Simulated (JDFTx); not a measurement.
## Rb under changes of volume

One of the cells (88.043 Å³/atom); the others are scaled copies at fixed shape and fractional positions:

```
Rb
1.0
    -2.80250    2.80250    2.80250
     2.80250   -2.80250    2.80250
     2.80250    2.80250   -2.80250
Rb
1
Direct
  0.00000 0.00000 0.00000
```

- Program: JDFTx 1.7.0 (patched build)
- Functional: PBE
- Potentials or basis: PseudoDojo-SR-PBE-0.5-standard with smoothed tails
- Cutoff: 626 eV
- Density cutoff: 2503 eV
- k mesh: 7 × 7 × 7
- Occupations: fermi-dirac, width 0.05 eV
- Spin: no spin polarisation

```csv
volume (Å³/atom),energy over the lowest point (meV/atom),pressure (GPa)
82.761,?,?
84.522,4.20,0.2
86.283,2.08,0.1
88.043,0.72,0.1
89.804,0.05,0.0
91.565,0.00,0.0
93.326,0.54,-0.1
```

What does the run at 82.761 Å³/atom give?

Energy over the lowest point 7.16 meV/atom; pressure 0.3 GPa.

Worked out: A Birch-Murnaghan fit of order 3 (a polynomial in V^(-2/3)) to the other rows has its minimum at 90.80 Å³/atom with B0 = V·E''(V) = 2.8 GPa and B' = 3.6. It gives 7.14 meV/atom at 82.761 Å³/atom, against the run's 7.16, and -dE/dV = 0.3 GPa, against 0.3.

Energies are extrapolated to zero smearing.
